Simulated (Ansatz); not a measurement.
**CdS: where the heat goes in a short trajectory**

All numbers below come from DFT PBEsol, scalar-relativistic, plane waves, PAW in Ansatz. Settings: plane waves to 420 eV, k-mesh 2×2×2 (shifted by 0.5, 0.5, 0.5 steps), Fermi–Dirac smearing 0.02 eV. The mesh is coarse. No spin polarisation.

32 atoms start on the lattice sites below (V = 790.3 Å³, 1.00 times the source cell's; static pressure 0.01 GPa, largest force component 0.00 eV/Å) with velocities drawn for 150 K; Langevin thermostat aiming at the same temperature, fixed cell, 90 steps of 3 fs.

```
CELL_PARAMETERS angstrom
-5.82420 5.82420 -5.82420
5.82420 -5.82420 -5.82420
-5.82420 -5.82420 5.82420
ATOMIC_POSITIONS crystal
Cd 0.50000 0.25000 0.25000
Cd 0.25000 0.25000 0.50000
Cd 0.00000 0.25000 0.75000
Cd 0.75000 0.00000 0.25000
Cd 0.75000 0.25000 0.00000
Cd 0.50000 0.00000 0.50000
Cd 0.25000 0.00000 0.75000
Cd 0.00000 0.75000 0.25000
Cd 0.00000 0.00000 0.00000
Cd 0.75000 0.75000 0.50000
Cd 0.50000 0.75000 0.75000
Cd 0.25000 0.50000 0.25000
Cd 0.25000 0.75000 0.00000
Cd 0.00000 0.50000 0.50000
Cd 0.75000 0.50000 0.75000
Cd 0.50000 0.50000 0.00000
S 0.50000 0.00000 0.25000
S 0.25000 0.00000 0.50000
S 0.00000 0.00000 0.75000
S 0.75000 0.75000 0.25000
S 0.75000 0.00000 0.00000
S 0.50000 0.75000 0.50000
S 0.25000 0.75000 0.75000
S 0.00000 0.50000 0.25000
S 0.00000 0.75000 0.00000
S 0.75000 0.50000 0.50000
S 0.50000 0.50000 0.75000
S 0.25000 0.25000 0.25000
S 0.25000 0.50000 0.00000
S 0.00000 0.25000 0.50000
S 0.75000 0.25000 0.75000
S 0.50000 0.25000 0.00000
```

```csv
t (fs),T (K),kinetic energy (meV/atom),potential energy over the first frame (meV/atom),P with the kinetic part (GPa)
0.0,145,18.8,0.0,0.09
18.0,107,13.9,5.9,0.15
36.0,112,14.5,12.7,0.24
54.0,153,19.8,11.9,0.22
72.0,153,19.7,12.6,0.21
90.0,122,15.7,19.8,0.27
108.0,111,14.4,19.7,0.23
126.0,163,21.1,14.7,0.15
144.0,119,15.4,14.8,0.09
162.0,102,13.2,16.6,0.13
180.0,131,16.9,15.3,0.14
198.0,138,17.8,13.5,0.10
216.0,127,16.4,13.5,0.08
234.0,124,16.0,16.6,0.10
252.0,132,17.1,16.8,0.09
270.0,118,15.3,15.3,0.06
```

T counts 3N degrees of freedom. Means over every step of the second half, not only the rows shown: T = 122 K, kinetic energy 15.7 meV/atom, potential energy 15.3 meV/atom, P = 0.10 GPa.

**Question.** Does the potential energy follow equipartition for harmonic vibrations?

**Answer.** In a harmonic crystal each vibration holds as much potential as kinetic energy on average; T is counted on all 3N degrees of freedom here, and the thermostat also drives the centre of mass, which has no potential energy, so the share is (N − 1)/N of the kinetic energy, 15.2 meV/atom. The run has 15.3, a ratio of 1.01. That is near one, as for a crystal vibrating about its sites. So short a run gives a rough mean. T is still well under the temperature that the thermostat aims for.

**Question.** Split the rise of pressure into the kinetic part and the rest. Can a thermal Grüneisen parameter be estimated?

**Answer.** The program counts the kinetic part as N k_B T/V = 0.07 GPa. The pressure lies 0.09 GPa over the static one in all, so the forces add 0.02 GPa. For a harmonic mode with ω ∝ V^(−γ) and an amplitude that scales with the cell, the forces add (2γ − 2/3)U/V, which needs no equipartition; when U equals the kinetic energy K, this and the kinetic part 2K/(3V) sum to the Mie–Grüneisen γE_th/V. With U = N × 15.3 meV, γ = 1/3 + V ΔP_forces/(2U) = 0.44, for harmonic vibrations a mean over the modes weighted by their potential energy, for uniform scaling of the cell (in a layered or otherwise anisotropic crystal this differs from γ under hydrostatic pressure). Most solids fall between 1 and 3, and tetrahedral, framework and layered ones often lower; anharmonic motion and pressure swings in a cell of 32 atoms make this value uncertain by tenths or more.

Cost: 1 run of about 32 core-minutes (earlier runs that led there not counted), on AMD EPYC 9R45 (Zen 5) (shared hosts).